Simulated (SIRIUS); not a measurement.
# Hf in SIRIUS: convergence with wave cutoff

The system is Hf.

```
Hf
1.0
     0.00000    2.22000    2.22000
     2.22000    0.00000    2.22000
     2.22000    2.22000    0.00000
Hf
1
Direct
  0.00000 0.00000 0.00000
```

This isn't the form of Hf at room conditions, which is hcp.

```yaml
Program: SIRIUS 7.10.0
Task: single point
Functional: LDA
Potentials_or_basis: PseudoDojo 0.4.1 LDA stringent (scalar relativistic)
Cutoff: 450 eV
Density_cutoff: 1799 eV
k_mesh: 8 × 8 × 8
Occupations: gaussian, width 0.05 eV
Spin: no spin polarisation
```

These are the settings of the first run; the series varies wave cutoff, with any setting tied to it.

Hardware: 1 thread of Arm Neoverse V1, with other jobs on the host.

```tsv
wave cutoff	energy less the tightest run, at zero smearing (meV/atom)	pressure (GPa)	SCF cycles	CPU time (s)	peak memory (GiB)
449.8 eV	729889.63	-2082.23	23	15	0.18
647.8 eV	445650.01	-5785.12	26	33	0.2
881.7 eV	139182.12	-3575.29	14	24	0.24
1151.6 eV	18497.96	-963.52	15	34	0.28
1457.5 eV	508.56	-59.80	16	54	0.33
1799.4 eV	1.10	-5.58	20	70	0.41
2377.8 eV	0.31	-5.56	20	110	0.54
3040.9 eV	0.00	-5.55	19	160	0.68
```

Against the tightest run, the energy stays within 1 meV/atom from 2377.8 eV on; the pressure stays within 0.1 GPa from 1799.4 eV on. The tightest run that finished is the yardstick and may itself not be fully converged.

Spin-orbit coupling is left out, which matters for the levels of Hf.
